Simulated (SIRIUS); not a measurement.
A run of SIRIUS 7.10.0 is set up as follows.

File sirius.json:

```json
{
  "control": {
    "processing_unit": "cpu",
    "verbosity": 2,
    "num_bands_to_print": 15,
    "print_forces": true,
    "print_stress": true
  },
  "parameters": {
    "electronic_structure_method": "pseudopotential",
    "xc_functionals": ["XC_GGA_X_PBE", "XC_GGA_C_PBE"],
    "gk_cutoff": 8.8,
    "pw_cutoff": 17.6,
    "ngridk": [8, 8, 4],
    "shiftk": [0, 0, 0],
    "smearing": "fermi_dirac",
    "smearing_width": 0.0018374661,
    "num_bands": 15,
    "num_mag_dims": 0,
    "num_dft_iter": 100,
    "energy_tol": 1e-08,
    "density_tol": 1e-06
  },
  "iterative_solver": {
    "type": "davidson",
    "min_tolerance": 1e-09,
    "tolerance_scale": [0.1, 0.25]
  },
  "mixer": {
    "type": "anderson",
    "beta": 0.7,
    "max_history": 8
  },
  "settings": {
    "tol_ne": 1e-10,
    "pseudo_grid_cutoff": 6.5
  },
  "unit_cell": {
    "lattice_vectors": [
      [5.79537428448, 0.0, 0.0],
      [-2.89768714224, 5.018942511655, 0.0],
      [0.0, 0.0, 9.597673322578]
    ],
    "atom_coordinate_units": "lattice",
    "atom_types": ["B", "P"],
    "atom_files": {
      "B": "B.json",
      "P": "P.json"
    },
    "atoms": {
      "B": [
        [0.0, 0.0, 0.0],
        [0.0, 0.0, 0.5]
      ],
      "P": [
        [0.33333, 0.66667, 0.25],
        [0.66667, 0.33333, 0.75]
      ]
    }
  }
}
```

Potentials or basis: PseudoDojo 0.5 PBE stringent (scalar relativistic).

Launch:

```console
$ upf_to_json B.upf
$ upf_to_json P.upf
$ OMP_NUM_THREADS=1 sirius.scf --input=sirius.json --output=out.json --task=0
```

(1) Estimate the band gap on the k mesh.

(2) Estimate the pressure.

## Answers

(1) none (metal or under the smearing width).

(2) -0.4 GPa.
